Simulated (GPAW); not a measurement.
ZrO2 in GPAW: the effect of functional

ZrO2:

```
Zr O
1.0
     0.00000    2.54507    2.54507
     2.54507    0.00000    2.54507
     2.54507    2.54507    0.00000
Zr O
1 2
Direct
  0.00000 0.00000 0.00000
  0.75000 0.75000 0.75000
  0.25000 0.25000 0.25000
```

Measurements of this composition are mostly on another form, of space group No. 14.

Alike in all runs:

* Program: GPAW 26.7.0
* Task: band structure
* Cutoff: 800 eV
* Basis: pw
* k mesh: 9 × 9 × 9
* Occupations: fermi-dirac, width 0.05 eV
* Spin: no spin polarisation

```csv
functional,potentials or basis,gap on the mesh (eV)
LDA,the program's PAW data sets (release 1.2.1) made for this functional,3.30
PBEsol,PAW data sets generated in the run's folder for this functional,3.33
TPSS,GPAW PAW data sets (gpaw-data 1.2.1),3.51
vdW-DF-cx,GPAW PAW data sets (gpaw-data 1.2.1),?
BLYP,PAW data sets generated in the run's folder for this functional,3.48
vdW-DF2,GPAW PAW data sets (gpaw-data 1.2.1),3.54
GLLB-SC,the program's PAW data sets (release 1.2.1) made for this functional,6.35
AM05,PAW data sets generated in the run's folder for this functional,3.33
```

What does the run with functional vdW-DF-cx give?

gap on the mesh 3.39 eV.

Caveats: the GLLB-SC gap is the Kohn-Sham gap of the path plus the derivative discontinuity (some runs); a model potential gives levels but no total energy (some runs); an odd mesh through Γ misses points on the zone boundary, where band edges often lie (some runs).

Runs at the PBE level aren't shown here.
